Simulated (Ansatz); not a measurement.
# Where Si_C puts its levels in the gap of SiC (F-43m), part 2 of 2

Aim: at which Fermi levels does Si_C in SiC (F-43m) change its charge? The model is a cell of 54 host atoms with 1 C taken out and 1 Si put in.

Ansatz; place-levels on r2SCAN runs: charge-transition levels and formation energies with image-charge correction and potential alignment at the atomic sites.

So far. Step 3 (Placing the levels, r2SCAN): Under r2SCAN the gap is 1.71 eV, (+2/+1) -0.08 (outside the gap) (with band filling), (+1/0) 0.32, (0/−1) 1.77 (outside the gap) (with band filling), (−1/−2) 1.75 (outside the gap) (with band filling) eV.

## (4) Placing the levels, PBEsol

Level of this step: place-levels on PBEsol runs: charge-transition levels and formation energies with image-charge correction and potential alignment at the atomic sites (Ansatz).

PBEsol on the same structure is run to see how far the result rests on the functional, though not on the errors that semilocal functionals share.

File qm2.pbesol/input.yaml:

```yaml
crystal:
  checkpoint: "../qm2.relax.run"
  host: checkpoint
total_charge: -2
basis:
  ecutwfc: 420
  xc_grid: 2
hamiltonian:
  xc: pbesol
kpoints:
  mp_grid: { grid: [2, 2, 2], shift: [0.5, 0.5, 0.5] }
scf:
  occupations: { method: fermi_dirac, width: 0.01 }
  max_iter: 100
output:
  forces: true
  eigenvalues: true
  charged_corrections:
    epsilon: 7.01
    static_epsilon: 10.34
    defect_position: [0.416667, 0.416667, 0.416667]
  eigenstates: { localisation: true }
  populations: true
  band_densities: [{ bands: [v1, v1] }, { bands: [c1, c1] }]
  write_density: true
  write_potential: true
  volumetric_format: npy
checkpoint:
  write: "../qm2.pbesol.run"
  compress: false
  write_wavefunctions: false
  write_every: 100000
```

Wall time 27 s (4 threads of Arm Neoverse V1, shared host); peak memory 1.9 GiB; 1.7 min of CPU time.

File levels.pbesol.yaml:

```yaml
host:
  run: host.pbesol.run
  levels_from: { run: edges.pbesol.run }
states: [qm2.pbesol.run, qm1_M1.pbesol.run, q0.pbesol.run, qp1_M1.pbesol.run, qp2.pbesol.run, qm2_M2.pbesol.run, qp2_M2.pbesol.run]
geometry_from:
  qm2.pbesol.run: qm2.relax.run
  qm1_M1.pbesol.run: qm1_M1.relax.run
  q0.pbesol.run: q0.relax.run
  qp1_M1.pbesol.run: qp1_M1.relax.run
  qp2.pbesol.run: qp2.relax.run
  qm2_M2.pbesol.run: qm2_M2.relax.run
  qp2_M2.pbesol.run: qp2_M2.relax.run
  host.pbesol.run: host.relax.run
chemical_potentials:
  C:
    energy: -246.667945
    dataset: <sha256 of the dataset>
  Si:
    energy: -621.491642
    dataset: "<sha256 of the dataset>"
```

Launch:

```bash
ansatz place-levels levels.pbesol.yaml -- --threads 4 --pin off --max-ram 7536MiB
```

Numbers of over 12 decimals in the logs are rounded to 6 here.

The program printed:

```text
(+2/+1) 0.000 eV above the valence edge (-0.180 eV without the band-filling correction), 1.243 eV under the conduction edge
(+1/0) 0.319 eV above the valence edge, 0.924 eV under the conduction edge
[...]
formation energy of charge +2: +4.048 eV with the Fermi level at the valence edge
formation energy of charge +1: +4.048 eV with the Fermi level at the valence edge
formation energy of charge 0: +4.367 eV with the Fermi level at the valence edge
formation energy of charge -1: +5.643 eV with the Fermi level at the valence edge
formation energy of charge -2: +6.905 eV with the Fermi level at the valence edge
  edges by pbesol of host.levels_from (edges.pbesol.run), its mesh sampled to repeats of 33.89 Å (the valence edge +0.096 eV and the conduction edge -0.480 eV from those of the host's own run), gap 1.243 eV; the host is sampled to repeats of 18.48 Å
[... the lines on each state left out ...]
```

Wall time 0.46 s (4 threads).

Under PBEsol the gap is 1.24 eV, (+2/+1) 0.00 (with band filling), (+1/0) 0.32, (0/−1) 1.28 (outside the gap) (with band filling), (−1/−2) 1.26 (outside the gap) (with band filling) eV; the stage before (r2SCAN) gave a gap of 1.71 eV and levels within 0.49 eV of these.

## (5) Another choice

The levels are placed again with one choice changed, to see how much they rest on it.

levels.try0.yaml is levels.point.yaml with these lines changed:

```diff
-epsilon: 7.01
-static_epsilon: 10.34
+epsilon: 500.0
+static_epsilon: 500.0
```

Launch:

```bash
ansatz place-levels levels.try0.yaml -- --threads 4 --pin off --max-ram 7536MiB
```

The program printed:

```text
(+2/+1) 0.278 eV above the valence edge, 1.434 eV under the conduction edge
(+1/0) 0.477 eV above the valence edge, 1.235 eV under the conduction edge
[...]
formation energy of charge +2: +4.155 eV with the Fermi level at the valence edge
formation energy of charge +1: +4.433 eV with the Fermi level at the valence edge
formation energy of charge 0: +4.910 eV with the Fermi level at the valence edge
formation energy of charge -1: +6.679 eV with the Fermi level at the valence edge
formation energy of charge -2: +8.432 eV with the Fermi level at the valence edge
vertical -2 to 0: no energy, since no alignment is typed
vertical -1 to 0: no energy, since no alignment is typed
vertical +1 to 0: no energy, since no alignment is typed
vertical +2 to 0: no energy, since no alignment is typed
vertical -2 to 0: no energy, since no alignment is typed
vertical +2 to 0: no energy, since no alignment is typed
  edges by r2scan, gap 1.712 eV; the host is sampled to repeats of 18.48 Å
[... the lines on each state left out ...]
```

The change: a very large dielectric constant, which removes the point-charge term and changes the alignment.

Levels in eV above the valence top; the changed ones are not the defect's:

```tsv
	gap (eV)	(+2/+1)	(+1/0)	(0/−1)	(−1/−2)
changed	1.71	0.28	0.48	1.77	1.75
as set up	1.71	-0.08	0.32	1.77	1.75
```

The largest shift is 0.36 eV, band-filling terms included.

## (6) Side by side

Levels between neighbouring charges, in eV above each run's own valence top:

```tsv
	gap (eV)	(+2/+1)	(+1/0)	(0/−1)	(−1/−2)	CPU time a state at this stage (restarts are quicker than cold starts)
r2SCAN, 2×2×2 shifted mesh	1.71	-0.08	0.32	1.77	1.75	2.8 min
PBEsol on r2SCAN structures, 2×2×2 shifted mesh	1.24	0.00	0.32	1.28	1.26	2.9 min
```

## (7) What came out

| Quantity | Value |
| --- | --- |
| gap of the host | 1.71 eV (r2SCAN) |
| level (plus 2/plus 1) | 0.08 eV below the valence top (-0.20 eV above the valence top without the band-filling term) |
| level (plus 1/0) | 0.32 eV above the valence top |
| level (0/minus 1) | 1.77 eV above the valence top, past the conduction bottom, not a change between lowest states (2.40 eV above the valence top without the band-filling term) |
| level (minus 1/minus 2) | 1.75 eV above the valence top, past the conduction bottom, not a change between lowest states (2.78 eV above the valence top without the band-filling term) |
| lowest of the charges placed, just above the valence top (0.02 eV) | +1 |
| lowest of the charges placed, just below the conduction bottom (0.02 eV) | 0 |
| lowest formation energy at mid-gap of the charges run, C-rich | 5.62 eV |
| lowest formation energy at mid-gap of the charges run, Si-rich | 4.20 eV |

In words: Of the charges placed (−2, −1, 0, +1 and +2), the lowest changes at 0.32 eV (+1/0) above the valence top, in a gap of 1.71 eV. (+1/0) lies nearer to a band edge than the share of the finite-size correction in it (0.34 eV), and that correction holds for a localised charge alone. States placed: +2 at 2 μB and 0 μB; +1 at 1 μB; 0 at 0 μB; −1 at 1 μB; −2 at 0 μB and 2 μB. Other spin states or structures, where not listed, weren't placed. The program finds carriers beyond a band edge of the host and adds a band-filling term at charge −2 (-1.66 eV), −1 (-0.63 eV) and +2 (-0.12 eV); steps to such a charge show no bound level, and a defect level inside a band would be read the same way. The program doubts the alignment of potentials for at least one state, a sign that the cell is small. What this leaves open: r2SCAN makes the gap too small and tends to spread out bound carriers.

Computed beside measured:

```
                             quantity  measured           PBEsol           r2SCAN
band gap (least gap of the host) (eV)       2.4  1.24 (-1.16 eV)  1.71 (-0.69 eV)
```

Measured values from pmc:7200658 (2020).

How well it matches: For the band gap, of the levels listed nearest comes r2SCAN (-0.69 eV, a clear miss) and farthest PBEsol (-1.16 eV, a clear miss). Local and semilocal functionals usually give gaps below the measured ones. Zero-point and thermal motion shift the measured gap.

[Logs are printed without paths, hosts, clocks, repeated set-up lines and the standing remarks that a program may print on its own settings, such as how far it seeks lower states.]

[Hosts, paths, dates, database ids (printed as entryN), source tags and the programs' standing remarks are cut or masked in the printed files.]

[Where a table of states has a column of steps, it counts the stored structures, which are thinned; the runs took as many ionic steps or more.]

[A defect's name tells the site on which it was built; relaxed atoms can leave that site.]

[For some hosts the program warned that the k-mesh of the response run may be too coarse for force constants and the static dielectric constant; such warnings are not shown here.]
